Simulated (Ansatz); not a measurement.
Relaxing lanthanum (fcc)

All numbers below come from DFT, m-r2SCAN, plane waves (500 eV) with PAW, scalar-relativistic (Ansatz). (PAW data from PBE, frozen cores regenerated.)

k-point mesh 10×10×10, Fermi-Dirac smearing 0.05 eV, starting moments 1.00 μB. Cell and atoms relax.

Starting structure:

```yaml
crystal:
  lattice:
    - [0.00000, 2.65465, 2.65465]
    - [2.65465, 0.00000, 2.65465]
    - [2.65465, 2.65465, 0.00000]
  atoms:
    - { symbol: La, position: [0.00000, 0.00000, 0.00000] }
```

Task: The pressure at the start is 0.1 GPa. By how much does the volume change?

Result: From 37.42 to 37.48 Å³ per atom, 0.2 %. The final cell has a = 5.312 Å.

Task: How much energy does the relaxation gain?

Result: 0.0 meV per atom.

Task: Which magnetic state does it end in?

Result: non-magnetic.

m-r²SCAN is r²SCAN on the gauge-invariant kinetic-energy density; without spin polarisation the two are equal.
